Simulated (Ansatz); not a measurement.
# As in Ansatz: convergence with k mesh

Input of the first run (k mesh 3 × 3 × 3); the others differ in this setting and in those tied to it:

Contents of input.yaml:

```yaml
crystal:
  lattice:
    - [1.8807968987, 1.0858785957, 3.5140619945]
    - [-1.8807968987, 1.0858785957, 3.5140619945]
    - [0.0, -2.1717571915, 3.5140619945]
  atoms:
    - { symbol: As, position: [0.226, 0.226, 0.226] }
    - { symbol: As, position: [0.774, 0.774, 0.774] }
hamiltonian:
  xc: r2scan
  pseudopotentials: { kind: paw, source: jth }
kpoints:
  mp_grid: { grid: [3, 3, 3] }
scf:
  occupations: { method: cold, width: 0.05 }
output:
  forces: true
  stress: true
  eigenvalues: true
```

Potentials or basis: JTH PAW.

Launch:

```bash
$ ansatz run input.yaml --threads 2 --pin off --max-ram 5632MiB --backend cpu --events-out ev --progress --plain --runs-dir out
```

Hardware: 2 threads of Intel(R) Xeon(R) Processor @ 2.50GHz (Skylake/Cascade Lake), on a shared host.

| k mesh | energy less the tightest run, at zero smearing (meV/atom) | pressure (GPa) | largest force (eV/Å) | gap on the mesh (eV) | SCF cycles | CPU time (s) | peak memory (GiB) |
| --- | --- | --- | --- | --- | --- | --- | --- |
| 3 × 3 × 3 | -58.37 | 2.72 | 0.176 | 1.322 | 6 | 14 | 0.86 |
| 4 × 4 × 4 | -36.33 | 2.04 | 0.168 | 0.276 | 8 | 21 | 0.88 |
| 5 × 5 × 5 | -22.24 | 1.62 | 0.011 | 0.145 | 6 | 21 | 0.92 |
| 6 × 6 × 6 | -17.40 | 1.82 | 0.056 | 0.000 | 7 | 32 | 0.97 |
| 8 × 8 × 8 | -5.85 | 1.90 | 0.150 | 0.000 | 6 | 49 | 1 |
| 10 × 10 × 10 | -2.16 | 1.89 | 0.176 | 0.000 | 6 | 83 | 1.1 |
| 12 × 12 × 12 | -0.51 | 1.96 | 0.179 | 0.000 | 6 | 110 | 1.3 |
| 14 × 14 × 14 | 0.00 | 1.97 | 0.167 | 0.000 | 7 | 150 | 1.5 |

Against the tightest run, the energy stays within 1 meV/atom from 12 × 12 × 12 on; the pressure stays within 0.1 GPa from 8 × 8 × 8 on; the gap on the mesh stays within 0.01 eV from 6 × 6 × 6 on. Not settled before the last step: the largest force (to 0.005 eV/Å). Meshes of other sizes hit other points, so gaps and Fermi surfaces needn't settle smoothly. The tightest run that finished is the yardstick and may itself not be fully converged.
